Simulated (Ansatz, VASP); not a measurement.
# Ta: VASP beside Ansatz

Contents of INCAR:

```
ALGO = Normal ; EDIFF = 1E-7
ENCUT = 520 ; GGA = PE
ISIF = 2 ; ISMEAR = -1
LASPH = T ; LCHARG = F
LREAL = F ; LWAVE = F
NBANDS = 18 ; NELM = 80
PREC = Accurate ; SIGMA = 0.05
```

Contents of KPOINTS:

```
k-points
0
Gamma
  11 11 5
```

The input POSCAR:

```
Ta
1.0
    2.8809059017      0.0000000000      0.0000000000
   -1.4404529508      2.4949376968      0.0000000000
    0.0000000000      0.0000000000      5.1315999754
Ta
2
Direct
    0.3333333333      0.6666666667      0.2500000000
    0.6666666667      0.3333333333      0.7500000000
```

The input input.yaml:

```yaml
crystal:
  lattice:
    - [2.8809059017, 0.0, 0.0]
    - [-1.4404529508, 2.4949376968, 0.0]
    - [0.0, 0.0, 5.1315999754]
  atoms:
    - { symbol: Ta, position: [0.3333333333, 0.6666666667, 0.25] }
    - { symbol: Ta, position: [0.6666666667, 0.3333333333, 0.75] }
hamiltonian:
  xc: pbe
  pseudopotentials: { kind: paw, azcp: { folder: soft_1 } }
kpoints:
  mp_grid: { grid: [11, 11, 5] }
scf:
  occupations: { method: fermi_dirac, width: 0.05 }
output:
  forces: true
  stress: true
  eigenvalues: true
```

This isn't the form of Ta at room conditions, which is bcc.

Alike in both runs: task single point; functional PBE; k mesh 11 × 11 × 5; occupations fermi-dirac, width 0.05 eV; no spin polarisation.

```csv
,VASP,Ansatz
version,VASP 6.6.1,Ansatz 0.2.0
potentials or method,"VASP PAW PBE potentials, release 64 (Ta_pv)",Ansatz PAW soft_1
plane-wave cutoff (eV),520,420
valence electrons in the cell,22,26
```

VASP gave:

- gap on the k mesh at the Fermi level (eV): none
- pressure (GPa): 3.0
- largest component of the traceless stress (GPa): 0.41

Question: What did Ansatz give for the same quantities?

Answer: gap on the k mesh at the Fermi level (eV): none; pressure (GPa): 2.9; largest component of the traceless stress (GPa): 0.43.

A gap of «none» marks a metal or a gap that the smearing closes. The functional is the same, so the differences come from potentials, cutoffs and numerics. The two sets of potentials don't hold the same shells in valence.

Spin-orbit coupling is left out, which matters for the levels of Ta.
